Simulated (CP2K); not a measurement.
Crystal: GaAs.

```
Ga As
1.0
     3.81256    0.00000    0.00000
     1.90628    3.30178    0.00000
     1.90628    1.10059    3.11295
Ga As
1 1
Direct
  0.00000 0.00000 0.00000
  0.50000 0.50000 0.50000
```

The cell was built by a generator and needn't be a form met in nature.

Base run:

* Program: CP2K 2026.2
* Functional: PW91
* Potentials or basis: POTENTIAL_UZH Ga GTH-PBE-q13, As GTH-PBE-q5; TZVP-MOLOPT-PBE-GTH basis
* Density cutoff: 9184 eV
* k mesh: 9 × 9 × 9
* Occupations: fermi-dirac, width 0.05 eV
* Spin: no spin polarisation

Its results: band gap on the k mesh none (metal or under the smearing width); pressure 1.0 GPa.

After a change of settings the same cell gave: band gap on the k mesh none (metal or under the smearing width); pressure -13.7 GPa. Which change was it?
A. functional from PW91 to HLE16
B. functional from PW91 to MS2
C. functional from PW91 to PBEsol
D. functional from PW91 to PBE

A.

Caveats: the potentials were made for another functional, which shifts forces and pressure; the basis of atomic orbitals isn't converged, which shifts pressures, moduli and gaps; the potentials were made for a functional far from this one (some runs).
